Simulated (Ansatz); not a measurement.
## MgI₂: from a trial structure to a relaxed crystal

Theory: DFT PBE, scalar-relativistic, plane waves, PAW in Ansatz. Cutoff 420 eV, Γ-centred k mesh, Gaussian smearing, no spin polarisation in the final step.

The start puts MgI₂ on the 3R molybdenite structure type (R3m, No. 160), with Mg in place of Mo, I in place of S, at a guessed volume.

```xyz
3
Lattice="1.9482 1.1248 7.5432 -1.9482 1.1248 7.5432 0.0000 -2.2496 7.5432" Properties=species:S:1:pos:R:3 pbc="T T T"
Mg    0.0000    0.0000    0.0000
I     0.0000    0.0000   16.9359
I     0.0000    0.0000   13.2360
```

Steps on the 12×12×12 mesh (3 atoms). 7 of 9 steps are shown, and the free energy counts from the last. Trial steps that were taken back and renewals of the plane-wave basis can be among the rows.

| step | ΔF (meV/atom) | V (Å³/atom) | P (GPa) | largest force component (eV/Å) |
| --- | --- | --- | --- | --- |
| 1 | 48.9 | 33.06 | 3.47 | 0.150 |
| 2 | 6.5 | 36.59 | 0.92 | 0.273 |
| 3 | 2.7 | 37.31 | -0.14 | 0.117 |
| 4 | 1.6 | 37.60 | 0.03 | 0.021 |
| 5 | 0.9 | 38.21 | 0.02 | 0.021 |
| 6 | 0.6 | 38.77 | 0.01 | 0.004 |
| 9 | 0.0 | 39.40 | 0.01 | 0.000 |

A final relaxation ran on a 6×6×6 mesh. The relaxed crystal, R3m (No. 160):

```
Mg I
1.0
     2.05124    1.18428    8.10983
    -2.05124    1.18428    8.10983
     0.00000   -2.36857    8.10983
Mg I
1 2
Cartesian
  0.0000 0.0000 0.0003
  0.0000 0.0000 6.2620
  0.0000 0.0000 9.9582
```

For MgI₂, the volume per atom is 39.4 Å³ and the density is 3.9 g/cm³. The energy over the elements is -0.910 eV/atom and the gap on the 6×6×6 mesh is 2.80 eV.

The zero of energy is the elements' standard structures at the same level; no fitted shifts are applied.

The final run used a 6×6×6 mesh on its 3-atom cell and 0.02 eV smearing. No dispersion correction is applied, so the spacing between layers, chains or molecules is poorly fixed, and with it the volume and density. Spin–orbit coupling is left out.

Symmetry constrained the relaxation, so the result can be a saddle point.

Cost: 3 runs of about 4.2 core-minutes in all, on Intel Xeon 6975P-C (Granite Rapids) (shared hosts).